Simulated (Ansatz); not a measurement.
Set up this calculation in Ansatz 0.2.0, as the native input.

```yaml
Task: band structure
Functional: PBE
Potentials_or_basis: JTH PAW
Cutoff: "480 eV (not typed: the program's choice for these potentials)"
k_mesh: 9 × 9 × 9
Occupations: fermi-dirac, width 0.05 eV
Spin: no spin polarisation
Path: "[[\"G\", \"Y\", \"C\", \"D\", \"X\", \"G\", \"Z\", \"D1\", \"H\", \"C\"], [\"C1\", \"Z\"], [\"X\", \"H1\"], [\"H\", \"Y\"], [\"L\", \"G\"]]"
Points_for_each_segment_of_the_path: 14
```

The system is I.

```
I
1.0
     0.00000    2.36560    3.90984
     2.19225    0.00000    3.90984
     2.19225    2.36560    0.00000
I
1
Cartesian
  0.0000 0.0000 0.0000
```

These files were run (other wordings do the same):

input.yaml

```yaml
crystal:
  lattice:
    - [0.0, 2.3656004428, 3.9098401324]
    - [2.1922454667, 0.0, 3.9098401324]
    - [2.1922454667, 2.3656004428, 0.0]
  atoms:
    - { symbol: I, position: [0.0, 0.0, 0.0] }
hamiltonian:
  xc: pbe
  pseudopotentials: { kind: paw, source: jth }
kpoints:
  mp_grid: { grid: [9, 9, 9] }
  band_path:
    path:
      - [[0.0, 0.0, 0.0], [0.5, 0.0, 0.5], [0.5, 0.1138942365, 0.6138942365], [0.0504161431, 0.5, 0.5504161431], [0.0, 0.5, 0.5], [0.0, 0.0, 0.0], [0.5, 0.5, 0.0], [0.9495838569, 0.5, 0.4495838569], [0.8622775204, 0.3622775204, 0.5], [0.5, 0.1138942365, 0.6138942365]]
      - [[0.5, 0.8861057635, 0.3861057635], [0.5, 0.5, 0.0]]
      - [[0.0, 0.5, 0.5], [0.1377224796, 0.6377224796, 0.5]]
      - [[0.8622775204, 0.3622775204, 0.5], [0.5, 0.0, 0.5]]
      - [[0.5, 0.5, 0.5], [0.0, 0.0, 0.0]]
    npoints: 14
scf:
  occupations: { method: fermi_dirac, width: 0.05 }
  n_extra_bands: 6
output:
  forces: true
  stress: true
  eigenvalues: true
  fatbands: false
  write_density: true
  write_potential: true
  elf: true
  volumetric_format: npy
```

Potentials or basis: JTH PAW.

Launch:

```bash
$ ansatz run input.yaml --threads 2 --pin off --max-ram 5120MiB --backend cpu --events-out ev --progress --plain --runs-dir out
```

Results of the run:

The pressure is 0.5 GPa and the band gap on the k mesh is none (metal or under the smearing width).

Caveat: spin-orbit coupling is left out, which moves the levels of the heavy elements; an odd number of electrons without spin polarisation forces a metal; a magnetic or distorted state may lie lower.

It took 2.4 s on 2 threads of Arm Neoverse V2, with other jobs on the host, peak memory 0.32 GiB.
